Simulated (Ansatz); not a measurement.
A relaxation computed with Ansatz, from input to last step.

```yaml
crystal:
  lattice:
    - [-1.5657629158, 1.5657629158, 4.2252715254]
    - [1.5657629158, -1.5657629158, 4.2252715254]
    - [1.5657629158, 1.5657629158, -4.2252715254]
  atoms:
    - { symbol: Al, position: [0.6590760826, 0.6590760826, 0.0] }
    - { symbol: Al, position: [0.3409239174, 0.3409239174, 0.0] }
    - { symbol: Ru, position: [0.0, 0.0, 0.0] }
basis:
  ecutwfc: 420
kpoints:
  mp_grid: { grid: [18, 18, 18] }
hamiltonian:
  xc: pbesol
scf:
  occupations: { method: gaussian, width: 0.1 }
output:
  forces: true
  stress: true
  eigenvalues: true
relax:
  adjacent_minimum: "off"
  f_tol: 0.008
  max_steps: 50
  cell: { stress_tol: 0.08, p_target: -1.0 }
```

```bash
ansatz run input.yaml --threads 1 --pin off --max-ram 2560MiB --backend cpu --events-out ev --progress --plain --runs-dir out
```

Computed with Ansatz, DFT PBEsol, scalar-relativistic, plane waves, PAW.

Of 4 frames 3 are shown, positions in Å and forces in eV/Å; the SCF threshold varies from step to step. Steps run on the plane waves of an earlier cell, with a Pulay correction in the pressure. The basis is chosen afresh for the last frame, the zero of the energies, and at times for earlier ones too; energy and pressure step there, also at an unchanged geometry. The relaxation lowers the enthalpy F + PV at the target pressure, so the free energy itself can rise.

```xyz
3
Lattice="-1.5658 1.5658 4.2253 1.5658 -1.5658 4.2253 1.5658 1.5658 -4.2253" Properties=species:S:1:pos:R:3:forces:R:3 pbc="T T T" step=1 free_energy_over_end_meV_per_atom=0.50 pressure_GPa=-1.75
Al    0.0000    0.0000    5.5696    0.0000    0.0000   -0.0301
Al    0.0000    0.0000    2.8810    0.0000    0.0000    0.0301
Ru    0.0000    0.0000    0.0000    0.0000    0.0000    0.0000
3
Lattice="-1.5634 1.5634 4.2174 1.5634 -1.5634 4.2174 1.5634 1.5634 -4.2174" Properties=species:S:1:pos:R:3:forces:R:3 pbc="T T T" step=2 free_energy_over_end_meV_per_atom=-0.08 pressure_GPa=-0.86
Al    0.0000    0.0000    5.5586    0.0000    0.0000    0.0016
Al    0.0000    0.0000    2.8763    0.0000    0.0000   -0.0016
Ru    0.0000    0.0000    0.0000    0.0000    0.0000    0.0000
3
Lattice="-1.5636 1.5636 4.2196 1.5636 -1.5636 4.2196 1.5636 1.5636 -4.2196" Properties=species:S:1:pos:R:3:forces:R:3 pbc="T T T" step=4 free_energy_over_end_meV_per_atom=0.00 pressure_GPa=-1.00
Al    0.0000    0.0000    5.5613    0.0000    0.0000   -0.0023
Al    0.0000    0.0000    2.8779    0.0000    0.0000    0.0023
Ru    0.0000    0.0000    0.0000    0.0000    0.0000    0.0000
```

It took 2.2 min on 1 thread of AMD EPYC (Zen 3) (shared host), peak memory 0.58 GiB.